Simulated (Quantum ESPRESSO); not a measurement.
## GaP: zone-centre phonons under several settings

```xyz
2
Lattice="0.0000 2.7252 2.7252 2.7252 0.0000 2.7252 2.7252 2.7252 0.0000" Properties=species:S:1:pos:R:3 pbc="T T T"
Ga    0.0000    0.0000    0.0000
P     4.0879    4.0879    4.0879
```

All runs used Quantum ESPRESSO 7.5; potentials GBRV 1.5 PBE; k mesh 4 × 4 × 4, shifted; no spin polarisation; cutoff 762 eV; occupations smeared at first, fixed for the response.

```tsv
level	geometry	volume (Å³/atom)	pressure (GPa)	lowest optical mode without the field (cm⁻¹)	sum of the Born charges (e)
PBE	relaxed at 0 GPa	20.86	0.0	345	-0.09
PBE	relaxed at 10 GPa	18.81	10.0	390	-0.09
PBE	relaxed at 25 GPa	16.96	25.2	441	-0.09
PBE	relaxed at 50 GPa	15.10	50.3	504	-0.09
PBE	relaxed at 80 GPa	?	80.3	?	?
```

Problem. What stands in the row left open?

Solution. Volume 13.69 Å³/atom; lowest optical mode without the field 562 cm⁻¹; sum of the Born charges -0.10 e.

Caveats: the cell is more than 3 GPa from zero pressure, which shifts response properties (some runs); the volume moved by over 15 % at a fixed basis, so the end points are rough (some runs).

For the row left open. Caveat: the mesh is thin for the dielectric tensor, Born charges and intensities, which usually come out too large; the volume moved by over 15 % at a fixed basis, so the end points are rough; the cell is more than 3 GPa from zero pressure, which shifts response properties; the Born charges break their sum rule by 0.10 e, a sign of too thin a mesh.
